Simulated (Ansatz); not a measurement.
LiBr in the rocksalt structure, relaxed with r2SCAN, was run in Ansatz under altered settings. All numbers are computed, without spin polarisation but where a row says otherwise.

```
Li Br
1.0
     0.00000    2.73957    2.73957
     2.73957    0.00000    2.73957
     2.73957    2.73957    0.00000
Li Br
1 1
Direct
  0.00000 0.00000 0.00000
  0.50000 0.50000 0.50000
```

The base run's other keys:
```yaml
kpoints:
  mp_grid: { grid: [4, 4, 4] }
hamiltonian:
  xc: hse06
scf:
  occupations: { method: fixed }
  n_extra_bands: 4
```

It takes 11 iterations with 821 plane waves at 420 eV and 8 k points, and leaves a mean stress of +0.05 GPa. The gap over this mesh is 6.218 eV. It ran on 4 threads of Arm Neoverse N1, with other jobs on the host.

Outcomes, with energy and stress as changes against the base:
```
                                     setting            outcome  ΔF (meV/atom)  Δ mean stress (GPa)  gap on the mesh (eV)  iterations  wall time
    PBE hybrid, exx coeff 0.2, omega 0.3 1/Å          converged              –                 +0.2                 5.789           9      5.1 s
   PBE hybrid, exx coeff 0.05, omega 0.5 1/Å          converged              –                 +0.5                 5.118           8        5 s
PBE hybrid, exx coeff 0.15, omega 0.2078 1/Å          converged              –                 +0.2                 5.719           8        5 s
   PBE hybrid, exx coeff 0.15, omega 0.1 1/Å          converged              –                 +0.2                 5.921           9        5 s
      kpoints.mp_grid.shift: [0.5, 0.5, 0.5]  converged, warned           -4.6                 -0.1                 6.804           9      6.5 s
```
A dash marks a value that wasn't obtained or can't be compared. Stress is positive in compression. Its mean hides that meshes of lower symmetry stress the axes unequally. The base took 5.1 s.

- PBE hybrid, exx coeff 0.2, omega 0.3 1/Å. That is 20 % exact exchange, screened with ω = 0.3 1/Å, against HSE06's 25 % screened at 0.208 1/Å. The mean stress moves by +0.2 GPa and the gap on the mesh by -0.429 eV (to 5.789). Totals of different functionals aren't comparable.
- PBE hybrid, exx coeff 0.05, omega 0.5 1/Å. That is 5 % exact exchange, screened with ω = 0.5 1/Å, against HSE06's 25 % screened at 0.208 1/Å. The mean stress moves by +0.5 GPa and the gap on the mesh by -1.100 eV (to 5.118). Totals of different functionals aren't comparable.
- PBE hybrid, exx coeff 0.15, omega 0.2078 1/Å. That is 15 % exact exchange, screened with ω = 0.2078 1/Å, against HSE06's 25 % screened at 0.208 1/Å. The mean stress moves by +0.2 GPa and the gap on the mesh by -0.499 eV (to 5.719). Totals of different functionals aren't comparable.
- kpoints.mp_grid.shift: [0.5, 0.5, 0.5]. The free energy moves by -4.6 meV an atom, the mean stress by -0.1 GPa and the gap on the mesh by +0.587 eV (to 6.804). The mesh breaks the crystal's symmetry, so the stress, and any force that symmetry no longer fixes, lose it too. The gap changes mostly because other points are sampled; a mesh that misses a band edge overestimates it. Warned: symmetry narrowed by mesh.

The runs are scalar-relativistic, without spin-orbit coupling.

The program warns that its thresholds are loose for a hybrid's stress.

The meshes of the hybrids are coarse, so their gaps aren't converged to the digits shown.
